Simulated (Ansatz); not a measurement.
Below is the output of a Python script on the Ansatz DFT code, driven from Python that makes a convergence test of the k-point mesh of MoSe2, space group P6_3/mmc. Write a script that gives it. Use (first run): r2SCAN, norm-conserving potentials, the default cutoff (1230 eV here), 3×3×1 k-points, Fermi-Dirac smearing of 0.1 eV. The script varies mesh: (3, 3, 1), (4, 4, 1), (5, 5, 1), (6, 6, 2), (8, 8, 2), (10, 10, 3).

```
Mo Se
1.0
     3.28800    0.00000    0.00000
    -1.64400    2.84749    0.00000
     0.00000    0.00000   12.90000
Mo Se
2 4
Cartesian
  0.0000 1.8983 3.2250
  1.6440 0.9492 9.6750
  0.0000 1.8983 8.0625
  1.6440 0.9492 1.6125
  0.0000 1.8983 11.2875
  1.6440 0.9492 4.8375
```

`python kconv.py` gives:
```text
DeckWarning: basis.ecutwfc = 1230 eV, auto-derived from the records' recommended cutoffs: set by Se (normal level)
+-------------+---------------+--------------+------------+
| mesh        |   F/atom (eV) |   iterations |   k-points |
+=============+===============+==============+============+
| (3, 3, 1)   |    -2812.8646 |           11 |          3 |
+-------------+---------------+--------------+------------+
| (4, 4, 1)   |    -2812.8652 |           10 |          4 |
+-------------+---------------+--------------+------------+
| (5, 5, 1)   |    -2812.8459 |           11 |          5 |
+-------------+---------------+--------------+------------+
| (6, 6, 2)   |    -2812.8511 |           10 |         14 |
+-------------+---------------+--------------+------------+
| (8, 8, 2)   |    -2812.8511 |           11 |         20 |
+-------------+---------------+--------------+------------+
| (10, 10, 3) |    -2812.8513 |           11 |         28 |
+-------------+---------------+--------------+------------+
(3, 3, 1): -13.37 meV/atom
(4, 4, 1): -13.94 meV/atom
(5, 5, 1): +5.38 meV/atom
(6, 6, 2): +0.16 meV/atom  (within 2 meV)
(8, 8, 2): +0.13 meV/atom  (within 2 meV)
```
(Warnings from the package without file and line.)

The script that was run (others could print the same):

`kconv.py`:
```python
"""k-point test for MoSe2."""

from dataclasses import dataclass

import ansatz as az
from tabulate import tabulate


@dataclass
class Settings:
    functional: str = "r2scan"
    width_ev: float = 0.1
    tolerance: float = 1e-09
    max_iterations: int = 200


opts = Settings()


def main() -> None:
    cell = (
        az.Lattice.from_parameters(3.288, 3.288, 12.9, alpha=90, beta=90, gamma=120)
        .space_group(194)
        .atom("Mo", [1 / 3, 2 / 3, 0.25])
        .atom("Se", [1 / 3, 2 / 3, 0.625])
    )

    setup = (
        cell.calculation()
        .functional(opts.functional)
        .pseudopotentials("nc")
        .accuracy("low")
        .occupations(az.OccupationsMethod.FERMI_DIRAC, width=opts.width_ev)
        .scf(tolerance=opts.tolerance, max_iterations=opts.max_iterations, lower_state_search="light")
    )

    rows = []
    for value in [(3, 3, 1), (4, 4, 1), (5, 5, 1), (6, 6, 2), (8, 8, 2), (10, 10, 3)]:
        data = setup.kpoints(*value).run(threads=1).report
        rows.append((value, data["free_energy_ev"] / len(data["lattice"]["sites"]), data["n_iterations"], data["n_kpoints"]))

    print(tabulate(rows, headers=["mesh", "F/atom (eV)", "iterations", "k-points"], floatfmt=".4f", tablefmt="grid"))

    # differences from the last row
    for row in rows[:-1]:
        shift = 1000 * (row[1] - rows[-1][1])
        print(f"{row[0]}: {shift:+.2f} meV/atom" + ("  (within 2 meV)" if abs(shift) < 2 else ""))


if __name__ == "__main__":
    main()
```

From 6×6×2 on it stays within 2 meV an atom of the value at 10×10×3; the first row (3×3×1) is off by 13.4 meV and the last but one by 0.13 meV. It goes up and down, since the sum over k-points isn't variational. The last run costs about 6.6 times the first.

Such functionals run on norm-conserving files made under PBE, which can move pressures by some GPa. Of the deposited cell: the entry's cell lengths or inner coordinates differ somewhat from later room-temperature determinations. The starting cell is as deposited in a crystallographic database; the results hold for this polymorph, which needn't be the stable one. Shifts are counted from the finest mesh, which is itself no proven limit. Run time: 2.3 min on 1 thread of Intel(R) Xeon(R) Platinum 8259CL CPU @ 2.50GHz (Skylake/Cascade Lake), with other jobs on the host, peak memory 1 GiB.

(Lines on the test bed's own set-up are left out of the output.)
